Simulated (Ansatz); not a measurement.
## BaTiO₃ (Pm-3m), an elastic constant from a strain scan

Computed with DFT PBE, scalar-relativistic, plane waves, PAW (Ansatz 0.2.0). Cutoff 420 eV, Γ-centred 8×8×8 k-points, Gaussian smearing of 0.05 eV. No spin polarisation. Energies are free energies at this smearing, counted from the undisturbed cell; pressure is positive in compression.

Reference structure (relaxed at this level; it needn't be the usual structure):

```
Ba Ti O
1.0
     4.01923    0.00000    0.00000
     0.00000    4.01923    0.00000
     0.00000    0.00000    4.01928
Ba Ti O
1 1 3
Cartesian
  0.0000 0.0000 0.0000
  2.0096 2.0096 2.0096
  2.0096 2.0096 0.0000
  2.0096 0.0000 2.0096
  0.0000 2.0096 2.0096
```

The cell is strained by ε times the Voigt pattern (0, 0, 0, 1, 0, 0) (xx, yy, zz, yz, xz, xy; engineering shear) with fractional coordinates fixed. The cell holds 5 atoms in V0 = 64.93 Å³. The stress column is τ = (1/V0) dE/dε, got from the stress tensor σ (compression positive) at each point as −det(1 + εP) σ : P(1 + εP)⁻¹, with P the pattern as a tensor.

| ε | ΔE (meV/atom) | τ (GPa) |
| --- | --- | --- |
| -0.1312 | 84.888 | -16.283 |
| -0.1125 | 62.072 | -13.817 |
| -0.0937 | 42.869 | -11.407 |
| -0.0750 | 27.364 | -9.065 |
| -0.0562 | 15.316 | -6.755 |
| -0.0375 | 6.797 | -4.489 |
| -0.0187 | 1.674 | -2.233 |
| 0.0000 | 0.000 | 0.000 |
| 0.0187 | 1.674 | 2.233 |
| 0.0375 | 6.797 | 4.489 |
| 0.0562 | 15.316 | 6.755 |
| 0.0750 | 27.364 | 9.065 |
| 0.0937 | 42.869 | 11.407 |
| 0.1125 | 62.072 | 13.817 |
| 0.1312 | 84.888 | 16.283 |
| 0.1500 | ? | ? |

Problem. Which combination of elastic constants does this scan measure, and how large is it?

Solution. For small ε, τ = τ0 + Kε with K = pᵀCp, which for this pattern is C44 in the cubic axes. The parabola through τ at ε = -0.0187, 0 and 0.0187 has slope K = 119 GPa at zero. The energies per cell, E = NΔE, of the same two points give K = 2[E(ε₊)/ε₊ − E(ε₋)/ε₋]/[(ε₊ − ε₋)V0] = 118 GPa, in agreement.

Problem. Predict the withheld row at ε = 0.1500 from the harmonic law, and compare.

Solution. ΔE = V0(τ0 ε + Kε²/2)/N = 108.901 meV/atom and τ = 17.91 GPa. The calculation gives 111.629 meV/atom and 18.84 GPa, a miss of 2.5 % of the harmonic energy, so the harmonic law still holds here.

Symmetry holds off the tilts and polar distortions that many cubic perovskites undergo.

Cost: 9 runs of about 3.3 core-minutes in all, on AMD EPYC 7R43 (Zen 3) (shared hosts).